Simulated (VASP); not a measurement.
# Al2O3 (P-6m2) in VASP: further runs, part 2 of 4

VASP 6.6.1.

### Step 3. Band structure, PBE0

POSCAR

```
Al2O3
1.0
    2.8843249483      0.0000000000      0.0000000000
   -1.4421624742      2.4978986780      0.0000000000
    0.0000000000      0.0000000000      9.3367544600
Al O
2 3
Direct
    0.0000000000      0.0000000000      0.8500076700
    0.0000000000      0.0000000000      0.1499923300
    0.3333333333      0.6666666667      0.7776830800
    0.6666666667      0.3333333333      0.0000000000
    0.3333333333      0.6666666667      0.2223169200
```

INCAR.step1

```
SYSTEM = Al2O3
ALGO = Normal ; EDIFF = 1E-5
ENCUT = 520 ; GGA = PE
ISIF = 2 ; ISMEAR = 0
KPAR = 4 ; LASPH = .True.
LCHARG = .False. ; LREAL = .False.
LWAVE = .True. ; NELM = 80
PREC = Accurate ; SIGMA = 0.02
```

INCAR.step2

```
SYSTEM = Al2O3
AEXX = 0.25 ; ALGO = Normal
EDIFF = 1E-6 ; ENCUT = 520
GGA = PE ; HFRCUT = -1
ISIF = 2 ; ISMEAR = 0
ISTART = 1 ; KPAR = 4
LASPH = .True. ; LCHARG = .False.
LHFCALC = .True. ; LREAL = .False.
LWAVE = .False. ; NELM = 80
PREC = Accurate ; PRECFOCK = Fast
SIGMA = 0.02
```

KPOINTS

```
k-points
0
Gamma
  6 6 2
  0 0 0
```

KPOINTS_OPT

```
path GMKGALHA,LM,KH
8
line-mode
reciprocal
 0.0000000000  0.0000000000  0.0000000000  G
 0.5000000000  0.0000000000  0.0000000000  M

 0.5000000000  0.0000000000  0.0000000000  M
 0.3333333333  0.3333333333  0.0000000000  K

 0.3333333333  0.3333333333  0.0000000000  K
 0.0000000000  0.0000000000  0.0000000000  G

 0.0000000000  0.0000000000  0.0000000000  G
 0.0000000000  0.0000000000  0.5000000000  A

 0.0000000000  0.0000000000  0.5000000000  A
 0.5000000000  0.0000000000  0.5000000000  L

 0.5000000000  0.0000000000  0.5000000000  L
 0.3333333333  0.3333333333  0.5000000000  H

 0.3333333333  0.3333333333  0.5000000000  H
 0.0000000000  0.0000000000  0.5000000000  A

 0.5000000000  0.0000000000  0.5000000000  L
 0.5000000000  0.0000000000  0.0000000000  M

 0.3333333333  0.3333333333  0.0000000000  K
 0.3333333333  0.3333333333  0.5000000000  H
```

Potentials or basis: VASP PAW PBE potentials, release 64 (Al, O).

Launch:

```console
cat potpaw_PBE.64/Al/POTCAR potpaw_PBE.64/O/POTCAR > POTCAR
cp INCAR.step1 INCAR
mpirun -np 4 vasp_std > vasp.out
cp INCAR.step2 INCAR
mpirun -np 4 vasp_std > vasp.out
```

OUTCAR:

```text
SYSTEM = Al2O3
   AEXX = 0.25
   EDIFF = 1E-6
   ENCUT = 520
   GGA = PE
   ISIF = 2
   ISMEAR = 0
   ISTART = 1
   LASPH = .True.
   LHFCALC = .True.
   LREAL = .False.
   NELM = 80
   PREC = Accurate
   PRECFOCK = Fast

 ion  position               nearest neighbor table
   1  0.000  0.000  0.850-   3 1.80   3 1.80   3 1.80   4 2.18   4 2.18   4 2.18   2 2.80
   2  0.000  0.000  0.150-   5 1.80   5 1.80   5 1.80   4 2.18   4 2.18   4 2.18   1 2.80
   3  0.333  0.667  0.778-   1 1.80   1 1.80   1 1.80
   4  0.667  0.333  0.000-   1 2.18   2 2.18   1 2.18   2 2.18   1 2.18   2 2.18
   5  0.333  0.667  0.222-   2 1.80   2 1.80   2 1.80

  LATTYP: Found a hexagonal cell.
 ALAT       =     2.8843249483
 C/A-ratio  =     3.2370674689

  Lattice vectors:

 A1 = (   2.8843249483,   0.0000000000,   0.0000000000)
 A2 = (  -1.4421624742,   2.4978986780,   0.0000000000)
 A3 = (   0.0000000000,   0.0000000000,   9.3367544600)

Analysis of symmetry for initial positions (statically):
=====================================================================
 Subroutine PRICEL returns:
 Original cell was already a primitive cell.

[... 178 lines left out ...]
 fundamental gap:      7.2581651235
 Fermi energy:        -0.6180397051

 k-point     1 :       0.0000    0.0000    0.0000
  band No.  band energies     occupation
      1     -21.1093      2.00000
      2     -20.0403      2.00000
      3     -18.8022      2.00000
      4      -6.1191      2.00000
      5      -3.0900      2.00000
      6      -2.3224      2.00000
[... 243 lines left out ...]
      3     -18.7562      2.00000
      4      -6.5801      2.00000
      5      -6.1681      2.00000
      6      -5.1384      2.00000
[... 8 lines left out ...]
     15      12.7667      0.00000
     16      14.3760      0.00000

------------------------ aborting loop because EDIFF is reached ----------------------------------------

  FORCE on cell =-STRESS in cart. coord.  units (eV):
  Direction    XX          YY          ZZ          XY          YZ          ZX
  --------------------------------------------------------------------------------------
  -------------------------------------------------------------------------------------
  Total       -2.3048881     -2.3048881     -1.5228566      0.0000000     -0.0000000      0.0000000
  in kB      -54.8966045    -54.8966045    -36.2705935      0.0000000     -0.0000000      0.0000000
  external PRESSURE =     -48.6879342 kB  Pullay stress =       0.0000000 kB

 VOLUME and BASIS-vectors are now :
 -----------------------------------------------------------------------------
  energy-cutoff  :      520.00
  volume of cell :       67.27
      direct lattice vectors                 reciprocal lattice vectors
     2.884324948  0.000000000  0.000000000     0.346701574  0.200168247  0.000000000
    -1.442162474  2.497898678  0.000000000     0.000000000  0.400336494  0.000000000
     0.000000000  0.000000000  9.336754460     0.000000000  0.000000000  0.107103598

 POSITION                                       TOTAL-FORCE (eV/Angst)
 -----------------------------------------------------------------------------------
      0.00000      0.00000      7.93631        -0.000000     -0.000000     -0.159243
      0.00000      0.00000      1.40044         0.000000     -0.000000      0.159243
     -0.00000      1.66527      7.26104         0.000000      0.000000      0.458161
      1.44216      0.83263      0.00000        -0.000000      0.000000      0.000000
     -0.00000      1.66527      2.07572        -0.000000      0.000000     -0.458161
 -----------------------------------------------------------------------------------
    total drift:                               -0.000000     -0.000000      0.000008

  FREE ENERGIE OF THE ION-ELECTRON SYSTEM (eV)
  ---------------------------------------------------
  free  energy   TOTEN  =       -46.2009067762 eV

  energy  without entropy=      -46.2009067762  energy(sigma->0) =      -46.20090678
```

OUTCAR.step1:

```text
SYSTEM = Al2O3
   EDIFF = 1E-5
   ENCUT = 520
   GGA = PE
   ISIF = 2
[... 489 lines left out ...]
      0.00000      0.00000      1.40044         0.000000     -0.000000     -0.004969
     -0.00000      1.66527      7.26104        -0.000000      0.000000     -0.012140
      1.44216      0.83263      0.00000         0.000000     -0.000000      0.000000
     -0.00000      1.66527      2.07572        -0.000000      0.000000      0.012140
 -----------------------------------------------------------------------------------
    total drift:                                0.000000     -0.000000      0.000000

  FREE ENERGIE OF THE ION-ELECTRON SYSTEM (eV)
  ---------------------------------------------------
  free  energy   TOTEN  =       -36.3842605215 eV

  energy  without entropy=      -36.3842605215  energy(sigma->0) =      -36.38426052
```

OSZICAR.step1:

```text
N       E                     dE             d eps       ncg     rms          rms(c)
DAV:   1     0.142257854081E+03    0.14226E+03   -0.12658E+04   448   0.134E+03
DAV:   2    -0.318790854525E+02   -0.17414E+03   -0.17298E+03   576   0.297E+02
DAV:   3    -0.408204858505E+02   -0.89414E+01   -0.89280E+01   616   0.787E+01
DAV:   4    -0.409101493441E+02   -0.89663E-01   -0.89653E-01   600   0.830E+00
DAV:   5    -0.409117157054E+02   -0.15664E-02   -0.15663E-02   616   0.993E-01    0.128E+01
DAV:   6    -0.364379463251E+02    0.44738E+01   -0.20150E+01   544   0.337E+01    0.458E+00
DAV:   7    -0.364168359117E+02    0.21110E-01   -0.39637E-01   568   0.502E+00    0.249E+00
DAV:   8    -0.363897275951E+02    0.27108E-01   -0.61681E-02   600   0.263E+00    0.864E-01
DAV:   9    -0.363839310897E+02    0.57965E-02   -0.23622E-02   616   0.147E+00    0.186E-01
DAV:  10    -0.363842668041E+02   -0.33571E-03   -0.40777E-03   536   0.481E-01    0.132E-01
DAV:  11    -0.363844502076E+02   -0.18340E-03   -0.46343E-03   552   0.717E-01    0.851E-02
DAV:  12    -0.363842941935E+02    0.15601E-03   -0.83070E-04   552   0.245E-01    0.464E-02
DAV:  13    -0.363842726451E+02    0.21548E-04   -0.37848E-04   552   0.167E-01    0.264E-02
DAV:  14    -0.363842601866E+02    0.12458E-04   -0.62458E-05   568   0.826E-02    0.700E-03
DAV:  15    -0.363842605215E+02   -0.33492E-06   -0.92630E-06   376   0.258E-02
   1 F= -.36384261E+02 E0= -.36384261E+02  d E =-.983790E-13
```

Wall time 13 min (4 MPI ranks of Intel Xeon Platinum 8488C (Sapphire Rapids), shared host); peak memory 0.22 GiB.

What came out:

- Free energy: -46.2009 eV
- Pressure: -4.9 GPa
- Largest force: 0.458 eV/Å
- Band gap on the k mesh: 7.26 eV, indirect (least direct gap 7.49 eV)
- Band gap along the path: 7.25 eV, indirect (least direct gap 7.49 eV)

Forces in eV/Å, atoms in the order of the input:
```
Al   0.000  0.000 -0.159
Al   0.000  0.000  0.159
O    0.000  0.000  0.458
O    0.000  0.000  0.000
O    0.000  0.000 -0.458
```

Levels at the corners of the path, in eV from the valence-band top:
```tsv
point	band 10	band 11	band 12	band 13	band 14	band 15
Γ	-0.49	-0.49	-0.23	7.25	9.84	10.47
M	-1.01	-0.91	-0.68	10.43	11.56	11.72
M	-1.01	-0.91	-0.68	10.43	11.56	11.72
K	-1.34	-1.27	-0.08	12.28	12.51	13.55
K	-1.34	-1.27	-0.08	12.28	12.51	13.55
Γ	-0.49	-0.49	-0.23	7.25	9.84	10.47
Γ	-0.49	-0.49	-0.23	7.25	9.84	10.47
A	-0.49	-0.49	-0.28	7.41	9.37	10.57
A	-0.49	-0.49	-0.28	7.41	9.37	10.57
L	-1.01	-0.92	-0.67	10.44	11.50	11.79
L	-1.01	-0.92	-0.67	10.44	11.50	11.79
H	-1.35	-1.27	-0.07	12.25	12.51	13.55
H	-1.35	-1.27	-0.07	12.25	12.51	13.55
A	-0.49	-0.49	-0.28	7.41	9.37	10.57
L	-1.01	-0.92	-0.67	10.44	11.50	11.79
M	-1.01	-0.91	-0.68	10.43	11.56	11.72
K	-1.34	-1.27	-0.08	12.28	12.51	13.55
H	-1.35	-1.27	-0.07	12.25	12.51	13.55
```

Caveat: the PAW data sets were made with another functional, which shifts forces and pressure a little.

### Step 4. Dielectric tensor, LDA

INCAR

```
SYSTEM = Al2O3
PREC = Accurate
ENCUT = 400
EDIFF = 1E-8
ISMEAR = 0
SIGMA = 0.01
LREAL = .FALSE.
LASPH = .TRUE.
NELM = 100
ALGO = Normal
ISIF = 2
LWAVE = .FALSE.
LCHARG = .FALSE.
LEPSILON = .TRUE.
```

KPOINTS

```
regular mesh
0
G
  7 7 2
  0 0 0
```

POSCAR is that of step 3.

Potentials or basis: VASP PAW LDA potentials, release 64 (Al, O).

Launch:

```console
cat potpaw_LDA.64/Al/POTCAR potpaw_LDA.64/O/POTCAR > POTCAR
mpirun -np 1 vasp_std > vasp.out
```

OUTCAR:

```text
SYSTEM = Al2O3
   PREC = Accurate
   ENCUT = 400
   EDIFF = 1E-8
   ISMEAR = 0
   LREAL = .FALSE.
   LASPH = .TRUE.
   NELM = 100
   ISIF = 2
   LEPSILON = .TRUE.

 Found     16 irreducible k-points:

 Following reciprocal coordinates:
            Coordinates               Weight
  0.000000  0.000000  0.000000      1.000000
  0.142857  0.000000  0.000000      6.000000
  0.285714 -0.000000  0.000000      6.000000
  0.428571  0.000000  0.000000      6.000000
  0.142857  0.142857  0.000000      6.000000
  0.285714  0.142857  0.000000     12.000000
   k-points           NKPTS =     16   k-points in BZ     NKDIM =     16   number of bands    NBANDS=     16
   number of dos      NEDOS =    301   number of ions     NIONS =      5
[... 264 lines left out ...]
           0.000000     0.000000     1.942315
 ------------------------------------------------------

 PIEZOELECTRIC TENSOR (including local field effects)  for field in x, y, z        (e  Angst)
          XX          YY          ZZ          XY          YZ          ZX
  --------------------------------------------------------------------------------
  x     0.00000    -0.00000    -0.00000    -0.06800     0.00000     0.00000
  y    -0.06800     0.06800     0.00000    -0.00000     0.00000     0.00000
  z     0.00000     0.00000     0.00000     0.00000     0.00000    -0.00000

 PIEZOELECTRIC TENSOR (including local field effects)  for field in x, y, z        (C/m^2)
          XX          YY          ZZ          XY          YZ          ZX
  --------------------------------------------------------------------------------
  x     0.00000    -0.00000    -0.00000    -0.01620     0.00000     0.00000
  y    -0.01620     0.01620     0.00000    -0.00000     0.00000     0.00000
  z     0.00000     0.00000     0.00000     0.00000     0.00000    -0.00000

 BORN EFFECTIVE CHARGES (including local field effects) (in |e|, cummulative output)
 ---------------------------------------------------------------------------------
 ion    1
    1     3.01673    -0.00000     0.00000
    2    -0.00000     3.01673     0.00000
    3     0.00000     0.00000     1.52908
 ion    2
    1     3.01673    -0.00000    -0.00000
    2    -0.00000     3.01673    -0.00000
    3    -0.00000     0.00000     1.52908
 ion    3
    1    -1.89821     0.00000    -0.00000
    2     0.00000    -1.89821     0.00000
    3    -0.00000     0.00000    -0.92327
 ion    4
    1    -2.23704     0.00000     0.00000
    2     0.00000    -2.23704     0.00000
    3     0.00000    -0.00000    -1.21163
 ion    5
    1    -1.89821     0.00000     0.00000
    2     0.00000    -1.89821     0.00000
    3     0.00000     0.00000    -0.92327
```

OSZICAR:

```text
[... 13 lines left out ...]
RMM:   6    -0.189702571659E+00    0.37109E-02   -0.29464E-02   934   0.381E-01    0.301E-02
RMM:   7    -0.189252847335E+00    0.44972E-03   -0.13877E-02   926   0.911E-02    0.171E-02
RMM:   8    -0.188501877939E+00    0.75097E-03   -0.26156E-03   908   0.287E-02    0.551E-03
RMM:   9    -0.188501165842E+00    0.71210E-06   -0.76503E-04   919   0.127E-02    0.250E-03
RMM:  10    -0.188461469097E+00    0.39697E-04    0.19287E-04   906   0.576E-03    0.463E-04
RMM:  11    -0.188477132770E+00   -0.15664E-04    0.21394E-04   922   0.161E-03    0.435E-04
RMM:  12    -0.188507025935E+00   -0.29893E-04   -0.48854E-05   932   0.991E-04    0.664E-05
RMM:  13    -0.188507751790E+00   -0.72586E-06   -0.36878E-05   729   0.166E-04    0.114E-05
RMM:  14    -0.188502449513E+00    0.53023E-05   -0.51499E-07   399   0.493E-05    0.330E-06
```

stdout:

```text
POSCAR found type information on POSCAR AlO
 POSCAR found :  2 types and       5 ions
 scaLAPACK will be used
 LDA part: xc-table for (Slater(with rela. corr.)+CA(PZ))
 , standard interpolation
 POSCAR, INCAR and KPOINTS ok, starting setup
 FFT: planning ... GRIDC
 FFT: planning ... GRID_SOFT
 FFT: planning ... GRID
 WAVECAR not read
 entering main loop
 Linear response reoptimize wavefunctions to high precision
 Linear response G [H, r] |phi>, progress :
  Direction:   1
 Linear response G [H, r] |phi>, progress :
  Direction:   2
 Linear response G [H, r] |phi>, progress :
  Direction:   3
 Linear response to external field (no local field effect), progress :
  Direction:   1
 dielectric tensor                  component  1 :     2.577    -0.473     0.000
 Linear response to external field (no local field effect), progress :
  Direction:   2
 dielectric tensor                  component  2 :    -0.474     3.028     0.000
 Linear response to external field (no local field effect), progress :
  Direction:   3
 dielectric tensor                  component  3 :     0.000     0.000     2.616
 Linear response to external field, progress :
  Direction:   1
 dielectric tensor                  component  1 :     2.701     0.000     0.000
 Linear response to external field, progress :
  Direction:   2
 dielectric tensor                  component  2 :    -0.258     2.701     0.000
 Linear response to external field, progress :
  Direction:   3
 dielectric tensor                  component  3 :     0.000     0.000     1.942
 Born effective charges drift removed
```

Run time: 98 s. Hardware: 1 thread of Intel Xeon Platinum 8488C (Sapphire Rapids), shared host; peak memory 0.2 GiB.

These settings aren't checked as converged: the numbers below hold their error.

Results:

```
Band gap on the k mesh                  : 4.76 eV, indirect (least direct gap 5.00 eV)
Electronic dielectric tensor (diagonal) : 2.70, 2.70, 1.94
Born charges (mean of the diagonal)     : Al +2.52; O -1.57, -1.90 e
```

Caveat: the cutoff is under 1.25 times the usual one of these potentials, so pressure, stress and relaxed cells hold a basis-set (Pulay) error; an odd mesh through Γ misses points on the zone boundary, where band edges often lie.

(Part 2 of 4 ends here.)
